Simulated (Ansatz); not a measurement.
## From the elastic tensor of HfB to moduli and sound speeds

Computed with Ansatz, DFT PBE, scalar-relativistic, plane waves, PAW. Settings: 420 eV plane-wave cutoff, Γ-centred 16×16×16 mesh, Fermi-Dirac smearing of 0.15 eV. No spin polarisation.

The structure is cubic, space group Fm-3m (No. 225). The conventional cell has a = 4.836 Å, b = 4.836 Å, c = 4.836 Å, α = 90.00°, β = 90.00°, γ = 90.00°. Hf (site symmetry m-3m) has 6 B at 2.42 Å as nearest neighbours. Around B (site symmetry m-3m) lie 6 Hf at 2.42 Å.

In a metal, frequencies and elastic constants depend on the k mesh and the smearing, soft modes and shear constants most. Spin–orbit coupling is left out, which can shift energies with elements as heavy as these.

Relaxed-ion constants (GPa, on the Cartesian axes of the calculation):
```
386.8  59.2  59.2   0.0   0.0   0.0
 59.2 386.8  59.2   0.0   0.0   0.0
 59.2  59.2 386.8   0.0   0.0   0.0
  0.0   0.0   0.0  55.3   0.0   0.0
  0.0   0.0   0.0   0.0  55.3   0.0
  0.0   0.0   0.0   0.0   0.0  55.3
```

Density 11.116 g/cm³; 2 atoms in 28.28 Å³.

The values that follow are for a polycrystal of randomly turned grains, by Hill's mean where one number stands. In a crystal this anisotropic the Voigt and Reuss bounds lie far apart, so Hill's mean and the sound speeds and Debye temperature from it are rough.

With S = C⁻¹: B_V = (C11+C22+C33+2(C12+C13+C23))/9, G_V = (C11+C22+C33−C12−C13−C23+3(C44+C55+C66))/15, 1/B_R = S11+S22+S33+2(S12+S13+S23), 15/G_R = 4(S11+S22+S33−S12−S13−S23)+3(S44+S55+S66); Hill is their mean. Then v_l = √((B+4G/3)/ρ), v_t = √(G/ρ), v_m = [(2/v_t³+1/v_l³)/3]^(−1/3) and Θ = (ħ/k_B)·v_m·(6π²n/V)^(1/3) for n atoms in the volume V; E = 9BG/(3B+G), ν = (3B−2G)/(2(3B+G)) and A^U = 5G_V/G_R + B_V/B_R − 6.

* Bulk modulus, Voigt / Reuss / Hill: 168.4 / 168.4 / 168.4 GPa
* Shear modulus, Voigt / Reuss / Hill: 98.7 / 75.2 / 86.9 GPa
* Young's modulus: 223 GPa
* Poisson ratio: 0.280
* Pugh ratio B/G: 1.94 (over 1.75, the rule of thumb for ductile)
* Universal anisotropy index: 1.56
* Longitudinal and transverse sound speeds: 5057 and 2797 m/s
* Debye temperature from the mean sound speed: 384 K

Cost: 1 run of about 1.9 core-minutes, on Arm Neoverse V1 (shared hosts).